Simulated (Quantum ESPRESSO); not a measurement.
# Si2Ni (Fm-3m) in Quantum ESPRESSO: settings compared, part 2 of 2

Quantum ESPRESSO 7.5. The steps go on from the part before.

### 3 Single point, LDA, collinear spin, ferromagnetic start, 12.38 Å³/atom

Contents of pw.in:

```
&CONTROL
  calculation = 'scf'
  prefix = 'pwscf'
  outdir = './tmp'
  pseudo_dir = './pseudo'
  tstress = .true.
  disk_io = 'nowf'
/
&SYSTEM
  ibrav = 0
  nat = 3
  ntyp = 2
  ecutwfc = 45
  ecutrho = 360
  nbnd = 23
  occupations = 'smearing'
  smearing = 'fd'
  degauss = 0.00367493
  nspin = 2
  starting_magnetization(1) = 0.0556
  starting_magnetization(2) = 0
/
&ELECTRONS
  conv_thr = 6d-10
  electron_maxstep = 120
  mixing_beta = 0.3
/
ATOMIC_SPECIES
Ni    58.6934 ni_lda_v1.4.uspp.F.UPF
Si    28.0850 si_lda_v1.uspp.F.UPF
CELL_PARAMETERS angstrom
   0.0000000000    2.6478212519    2.6478212519
   2.6478212519    0.0000000000    2.6478212519
   2.6478212519    2.6478212519    0.0000000000
ATOMIC_POSITIONS crystal
Ni     0.0000000000    0.0000000000    0.0000000000
Si     0.7500000000    0.7500000000    0.7500000000
Si     0.2500000000    0.2500000000    0.2500000000
K_POINTS automatic
9 9 9 0 0 0
```

Potentials or basis: GBRV 1.5 LDA.

The run is started by

```sh
$ OMP_NUM_THREADS=1 mpirun -n 2 pw.x -nk 2 -in pw.in > pw.out
```

pw.out:

```text
This program is part of the open-source Quantum ESPRESSO suite
     for quantum simulation of materials; please cite
[... 13 lines left out ...]
     --------------------
     sticks:   dense  smooth     PW     G-vecs:    dense   smooth      PW
     Sum        1237     625    199                28811    10177    1807

     Using Slab Decomposition

     bravais-lattice index     =            0
     lattice parameter (alat)  =       7.0762  a.u.
     unit-cell volume          =     250.5490 (a.u.)^3
     number of atoms/cell      =            3
     number of atomic types    =            2
     number of electrons       =        26.00
     number of Kohn-Sham states=           23
     kinetic-energy cutoff     =      45.0000  Ry
     charge density cutoff     =     360.0000  Ry
     scf convergence threshold =      6.0E-10
     mixing beta               =       0.3000
[... 715 lines left out ...]
     9.4742   9.8971  10.2757  10.7680  11.4958  15.1534  16.8810  19.4713
    20.1744  20.7553  22.0597  24.2654  26.8349  27.2935  28.1076

          k = 0.0000-0.3143 0.4714 (  1267 PWs)   bands (ev):

   -90.1347 -50.9786 -50.9782 -50.9778   2.7324   5.3750   7.3220   8.5832
     9.3920   9.7712  10.5695  10.6805  11.9499  15.6369  16.1607  18.8212
    19.7302  21.7241  21.8522  22.8167  25.1766  27.5749  28.6981

          k =-0.0786-0.5500 0.7071 (  1274 PWs)   bands (ev):
[... 13 lines left out ...]
   -90.1347 -50.9786 -50.9784 -50.9780   4.1708   5.0127   6.8313   6.9993
     9.7271   9.9063  10.1843  10.5333  11.3588  15.8533  16.6510  18.2937
    20.0651  22.3412  23.2588  25.5926  26.2111  26.7251  27.4250

     the Fermi energy is    14.0448 ev

!    total energy              =    -362.55903712 Ry
     estimated scf accuracy    <          4.5E-11 Ry
     smearing contrib. (-TS)   =      -0.00067708 Ry
     internal energy E=F+TS    =    -362.55836004 Ry

     The total energy is F=E-TS. E is the sum of the following terms:
     one-electron contribution =    -284.85233979 Ry
     hartree contribution      =     156.03310160 Ry
     xc contribution           =     -44.07385175 Ry
     ewald contribution        =    -189.66527009 Ry

     total magnetization       =    -0.00 Bohr mag/cell
     absolute magnetization    =     0.00 Bohr mag/cell

     convergence has been achieved in  20 iterations

     Computing stress (Cartesian axis) and pressure

          total   stress  (Ry/bohr**3)                   (kbar)     P=       60.10
   0.00040855   0.00000000   0.00000000           60.10        0.00        0.00
   0.00000000   0.00040855   0.00000000            0.00       60.10        0.00
   0.00000000   0.00000000   0.00040855            0.00        0.00       60.10

=------------------------------------------------------------------------------=
   JOB DONE.
=------------------------------------------------------------------------------=
```

It took 22 s on 2 MPI ranks of AMD EPYC 9R14 (Zen 4), shared host; peak memory 0.26 GiB.

Results:

```
Free energy                                           : -4932.8670 eV
Pressure                                              : 6.0 GPa
Band gap on the k mesh                                : none (metal or under the smearing width)
Net moment                                            : 0.00 μB per cell
Absolute moment                                       : 0.00 μB per cell
Valence electrons inside the program's atomic spheres : Ni 16.54; Si 1.73
```

### 4 Single point, LDA, collinear spin, ferromagnetic start, 12.64 Å³/atom

Edit pw.in of step 3 so:

```diff
@@ -31,5 +31,5 @@
 CELL_PARAMETERS angstrom
-   0.0000000000    2.6478212519    2.6478212519
-   2.6478212519    0.0000000000    2.6478212519
-   2.6478212519    2.6478212519    0.0000000000
+   0.0000000000    2.6664684948    2.6664684948
+   2.6664684948    0.0000000000    2.6664684948
+   2.6664684948    2.6664684948    0.0000000000
 ATOMIC_POSITIONS crystal
```

The run is started by

```sh
$ OMP_NUM_THREADS=1 mpirun -n 2 pw.x -nk 2 -in pw.in > pw.out
```

It took 24 s on 2 MPI ranks of AMD EPYC 9R14 (Zen 4), shared host; peak memory 0.26 GiB.

It converged, with:

| Item | Value |
| --- | --- |
| Free energy | -4932.8880 eV |
| Pressure | 2.3 GPa |
| Band gap on the k mesh | none (metal or under the smearing width) |
| Net moment | 0.00 μB per cell |
| Absolute moment | 0.00 μB per cell |
| Valence electrons inside the program's atomic spheres | Ni 16.56; Si 1.74 |

### 5 Single point, LDA, collinear spin, ferromagnetic start, 12.90 Å³/atom

Edit pw.in of step 4 so:

```diff
@@ -31,5 +31,5 @@
 CELL_PARAMETERS angstrom
-   0.0000000000    2.6664684948    2.6664684948
-   2.6664684948    0.0000000000    2.6664684948
-   2.6664684948    2.6664684948    0.0000000000
+   0.0000000000    2.6848585138    2.6848585138
+   2.6848585138    0.0000000000    2.6848585138
+   2.6848585138    2.6848585138    0.0000000000
 ATOMIC_POSITIONS crystal
```

The run is started by

```sh
$ OMP_NUM_THREADS=1 mpirun -n 2 pw.x -nk 2 -in pw.in > pw.out
```

Wall time 23 s (2 MPI ranks of AMD EPYC 9R14 (Zen 4), shared host); peak memory 0.26 GiB.

It converged, with:

```yaml
Free_energy: -4932.8914 eV
Pressure: -1.1 GPa
Band_gap_on_the_k_mesh: none (metal or under the smearing width)
Net_moment: 0.00 μB per cell
Absolute_moment: 0.00 μB per cell
Valence_electrons_inside_the_program's_atomic_spheres: Ni 16.58; Si 1.76
```

### 6 Single point, LDA, collinear spin, ferromagnetic start, 13.17 Å³/atom

Edit pw.in of step 5 so:

```diff
@@ -31,5 +31,5 @@
 CELL_PARAMETERS angstrom
-   0.0000000000    2.6848585138    2.6848585138
-   2.6848585138    0.0000000000    2.6848585138
-   2.6848585138    2.6848585138    0.0000000000
+   0.0000000000    2.7030000000    2.7030000000
+   2.7030000000    0.0000000000    2.7030000000
+   2.7030000000    2.7030000000    0.0000000000
 ATOMIC_POSITIONS crystal
```

Potentials or basis: GBRV 1.5 LDA.

The run is started by

```sh
$ OMP_NUM_THREADS=1 mpirun -n 2 pw.x -nk 2 -in pw.in > pw.out
```

Run time: 20 s. Hardware: 2 MPI ranks of AMD EPYC 9R14 (Zen 4), shared host; peak memory 0.26 GiB.

The run converged. Its results:

```yaml
Free_energy: -4932.8790 eV
Pressure: -4.2 GPa
Band_gap_on_the_k_mesh: none (metal or under the smearing width)
Net_moment: 0.00 μB per cell
Absolute_moment: 0.00 μB per cell
Valence_electrons_inside_the_program's_atomic_spheres: Ni 16.60; Si 1.78
```

### 7 Single point, LDA, collinear spin, ferromagnetic start, 13.43 Å³/atom

Edit pw.in of step 6 so:

```diff
@@ -31,5 +31,5 @@
 CELL_PARAMETERS angstrom
-   0.0000000000    2.7030000000    2.7030000000
-   2.7030000000    0.0000000000    2.7030000000
-   2.7030000000    2.7030000000    0.0000000000
+   0.0000000000    2.7209011839    2.7209011839
+   2.7209011839    0.0000000000    2.7209011839
+   2.7209011839    2.7209011839    0.0000000000
 ATOMIC_POSITIONS crystal
```

The run is started by

```sh
$ OMP_NUM_THREADS=1 mpirun -n 2 pw.x -nk 2 -in pw.in > pw.out
```

It took 22 s on 2 MPI ranks of AMD EPYC 9R14 (Zen 4), shared host; peak memory 0.28 GiB.

It converged, with:

| Property | Result |
| --- | --- |
| Free energy | -4932.8520 eV |
| Pressure | -6.9 GPa |
| Band gap on the k mesh | none (metal or under the smearing width) |
| Net moment | 0.00 μB per cell |
| Absolute moment | 0.00 μB per cell |
| Valence electrons inside the program's atomic spheres | Ni 16.62; Si 1.79 |

### 8 Single point, LDA, collinear spin, ferromagnetic start, 13.69 Å³/atom

Edit pw.in of step 7 so:

```diff
@@ -31,5 +31,5 @@
 CELL_PARAMETERS angstrom
-   0.0000000000    2.7209011839    2.7209011839
-   2.7209011839    0.0000000000    2.7209011839
-   2.7209011839    2.7209011839    0.0000000000
+   0.0000000000    2.7385698685    2.7385698685
+   2.7385698685    0.0000000000    2.7385698685
+   2.7385698685    2.7385698685    0.0000000000
 ATOMIC_POSITIONS crystal
```

The run is started by

```sh
$ OMP_NUM_THREADS=1 mpirun -n 2 pw.x -nk 2 -in pw.in > pw.out
```

It took 23 s on 2 MPI ranks of AMD EPYC 9R14 (Zen 4), shared host; peak memory 0.28 GiB.

Results (log left out):

```yaml
Free_energy: -4932.8121 eV
Pressure: -9.5 GPa
Band_gap_on_the_k_mesh: none (metal or under the smearing width)
Net_moment: 0.00 μB per cell
Absolute_moment: 0.00 μB per cell
Valence_electrons_inside_the_program's_atomic_spheres: Ni 16.64; Si 1.81
```

### 9 Single point, LDA, collinear spin, ferromagnetic start, 13.96 Å³/atom

Edit pw.in of step 8 so:

```diff
@@ -31,5 +31,5 @@
 CELL_PARAMETERS angstrom
-   0.0000000000    2.7385698685    2.7385698685
-   2.7385698685    0.0000000000    2.7385698685
-   2.7385698685    2.7385698685    0.0000000000
+   0.0000000000    2.7560134590    2.7560134590
+   2.7560134590    0.0000000000    2.7560134590
+   2.7560134590    2.7560134590    0.0000000000
 ATOMIC_POSITIONS crystal
```

Potentials or basis: GBRV 1.5 LDA.

The run is started by

```sh
$ OMP_NUM_THREADS=1 mpirun -n 2 pw.x -nk 2 -in pw.in > pw.out
```

Run time: 24 s. Hardware: 2 MPI ranks of AMD EPYC 9R14 (Zen 4), shared host; peak memory 0.28 GiB.

The run converged. Its results:

* Free energy: -4932.7604 eV
* Pressure: -11.8 GPa
* Band gap on the k mesh: none (metal or under the smearing width)
* Net moment: 0.00 μB per cell
* Absolute moment: 0.00 μB per cell
* Valence electrons inside the program's atomic spheres: Ni 16.66; Si 1.82

### 10 Equation of state, LDA, collinear spin, ferromagnetic start

Potentials or basis: GBRV 1.5 LDA.

No new run: the results of the series are fitted here.

Results:

| Item | Value |
| --- | --- |
| Equilibrium volume | 12.82 Å³/atom |
| Bulk modulus | 162 GPa |
| Pressure derivative of the bulk modulus | 3.8 |

Energy against volume, from the lowest point:
| volume (Å³/atom) | energy (meV/atom) |
| --- | --- |
| 12.376 | 8.12 |
| 12.639 | 1.12 |
| 12.902 | 0.00 |
| 13.166 | 4.14 |
| 13.429 | 13.11 |
| 13.692 | 26.41 |
| 13.956 | 43.66 |
